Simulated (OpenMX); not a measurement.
PbF2 (Fluorocronite):

```
CELL_PARAMETERS angstrom
0.00000 2.96366 2.96366
2.96366 0.00000 2.96366
2.96366 2.96366 0.00000
ATOMIC_POSITIONS crystal
Pb 0.00000 0.00000 0.00000
F 0.75000 0.75000 0.75000
F 0.25000 0.25000 0.25000
```

Base run:

| Property | Result |
| --- | --- |
| Program | OpenMX 3.8.5 |
| Functional | PBE |
| Potentials or basis | OpenMX 2013 PBE set, Pb8.0-s3p2d2f1, F6.0-s2p2d1, grid cutoff 500 Ry |
| k mesh | 9 × 9 × 9 |
| Occupations | fermi-dirac, width 0.05 eV |
| Spin | no spin polarisation |

Its results: band gap on the k mesh 4.42 eV, indirect (least direct gap 4.59 eV); pressure 3.6 GPa.

**Question.** The run is repeated on the same cell with these changes: functional from PBE to LDA; potentials or basis from OpenMX 2013 PBE set, Pb8.0-s3p2d2f1, F6.0-s2p2d1, grid cutoff 500 Ry to OpenMX 2013 LDA set, Pb8.0-s3p2d2f1, F6.0-s2p2d1, grid cutoff 500 Ry. What comes out?

**Answer.** Band gap on the k mesh 4.26 eV, indirect (least direct gap 4.43 eV); pressure -3.8 GPa.

Caveats: spin-orbit coupling is left out, which as a rule narrows the gap of such compounds by several tenths of an eV; the basis of atomic orbitals isn't converged, which shifts pressures, moduli and gaps; an odd mesh through Γ misses points on the zone boundary, where band edges often lie (some runs).

Not every run made on this cell is shown here.
